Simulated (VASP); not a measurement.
Crystal: Si.

```
Si
1.0
     0.00000    2.72185    2.72185
     2.72185    0.00000    2.72185
     2.72185    2.72185    0.00000
Si
2
Cartesian
  2.7219 2.7219 2.7219
  4.0828 4.0828 4.0828
```

Program: VASP 6.6.1. Alike in all runs: task band structure; potentials or basis VASP PAW PBE potentials, release 64 (Si); no spin polarisation; cell as given; k mesh 6 × 6 × 6; cutoff (eV) 520; smearing gaussian 0.02 eV.

Q: Order these runs on this cell by their band gap on the k mesh, lowest first.
A. level HSE06; screening parameter 0.2 1/A
B. level HSE03
C. level PBE0; exchange at q = 0 truncated

A: B (1.15 eV), A (1.32 eV), C (1.97 eV).

Caveats: the mesh misses the band edges, which the band path finds closer together.
